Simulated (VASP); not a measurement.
The system is MnO.

```
CELL_PARAMETERS angstrom
3.37170 0.00000 0.00000
-1.68585 2.91998 0.00000
0.00000 0.00000 5.38550
ATOMIC_POSITIONS crystal
Mn 0.33333 0.66667 0.01096
Mn 0.66667 0.33333 0.51096
O 0.33333 0.66667 0.37547
O 0.66667 0.33333 0.87547
```

Measurements of this composition are mostly on another form, of space group No. 225.

Base run:

| Quantity | Value |
| --- | --- |
| Program | VASP 6.6.1 |
| Functional | PBE |
| Potentials or basis | VASP PAW PBE potentials, release 64 (Mn_pv, O) |
| Cutoff | 520 eV |
| k mesh | 6 × 6 × 4 |
| Occupations | gaussian, width 0.05 eV |
| Spin | collinear spin, ferromagnetic start |
| Starting moments | [4.0, 4.0, 0.0, 0.0] μB |
| Fixed moment | 3 μB |
| Hubbard terms | Mn d U = 2 eV |

Its results: pressure -12.6 GPa; net moment 3.00 μB per cell; site moments Mn +1.61; O -0.08 μB; largest force 0.959 eV/Å.

Problem. The run is repeated on the same cell with these changes: fixed moment from 3 μB to none; hubbard terms from Mn d U = 2 eV to Mn d U = 3 eV. What comes out?

Solution. Pressure 9.9 GPa; net moment 10.00 μB per cell; site moments Mn +4.55; O +0.13 μB; largest force 0.846 eV/Å.

Caveats: only a ferromagnetic start was run, and an antiferromagnetic order may lie lower in energy; the moment is held away from its start (some runs); the total moment is fixed, so each spin has its own Fermi level (some runs).
